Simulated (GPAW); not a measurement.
SnSe2:

```xyz
3
Lattice="3.8110 0.0000 0.0000 -1.9055 3.3004 0.0000 0.0000 0.0000 6.1360" Properties=species:S:1:pos:R:3 pbc="T T T"
Sn    0.0000    0.0000    0.0000
Se    1.9055    1.1001    4.6081
Se    0.0000    2.2003    1.5279
```

Base run:

| Item | Value |
| --- | --- |
| Program | GPAW 26.7.0 |
| Functional | LDA |
| Potentials or basis | PAW data sets generated in the run's folder for this functional |
| Cutoff | 600 eV |
| Basis | pw |
| k mesh | 6 × 6 × 3 |
| Occupations | fermi-dirac, width 0.05 eV |
| Spin | no spin polarisation |

Its results: band gap on the k mesh 0.63 eV, indirect (least direct gap 0.88 eV); pressure 0.6 GPa; largest force 0.415 eV/Å.

Task: After a change of settings the same cell gave: band gap on the k mesh 0.74 eV, indirect (least direct gap 1.01 eV); pressure 2.1 GPa; largest force 0.576 eV/Å. Which change was it?
A. potentials or basis from PAW data sets generated in the run's folder for this functional to JTH PAW 2.0, LDA; cutoff from 600 eV to 450 eV; k mesh from 6 × 6 × 3 to 7 × 7 × 4
B. functional from LDA to PBEsol; cutoff from 600 eV to 500 eV; k mesh from 6 × 6 × 3 to 7 × 7 × 4
C. potentials or basis from PAW data sets generated in the run's folder for this functional to the program's PAW data sets (release 1.2.1) made for this functional; cutoff from 600 eV to 500 eV; k mesh from 6 × 6 × 3 to 7 × 7 × 4

Result: B.

Caveats: spin-orbit coupling is left out, which moves the levels of the heavy elements; the cutoff is short for stress and forces, so pressures can be off by a GPa or more (some runs); an odd mesh through Γ misses points on the zone boundary, where band edges often lie (some runs); this functional lacks dispersion, which binds the layers, so the pressure and a relaxed spacing across them are unreliable (some runs).

Not every run made on this cell is shown here.
